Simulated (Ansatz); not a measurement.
The system is PbF2 (Fluorocronite).

```xyz
3
Lattice="0.0000 2.9637 2.9637 2.9637 0.0000 2.9637 2.9637 2.9637 0.0000" Properties=species:S:1:pos:R:3 pbc="T T T"
Pb    0.0000    0.0000    0.0000
F     4.4455    4.4455    4.4455
F     1.4818    1.4818    1.4818
```

Base run:

- Program: Ansatz 0.2.0
- Functional: PBEsol
- Potentials or basis: Ansatz PAW
- Cutoff: 420 eV (not typed: the program's choice for these potentials)
- k mesh: 8 × 8 × 8
- Occupations: fermi-dirac, width 0.05 eV
- Spin: no spin polarisation

Its results: band gap on the k mesh 4.31 eV, indirect (least direct gap 4.46 eV); pressure -1.1 GPa.

Task: The run is repeated on the same cell with these changes: functional from PBEsol to r2SCAN; cutoff from 420 eV (not typed: the program's choice for these potentials) to 500 eV (not typed: the program's choice for these potentials). What comes out?

Result: Band gap on the k mesh 4.93 eV, indirect (least direct gap 5.07 eV); pressure -0.2 GPa.

r2SCAN gives the wider gap, since meta-GGAs in the generalised Kohn-Sham scheme recover part of the derivative discontinuity.

Caveats: spin-orbit coupling is left out, which as a rule narrows the gap of such compounds by several tenths of an eV; the PAW data sets come from PBE, with cores solved anew for the run's functional, which leaves a small shift of forces and pressure.
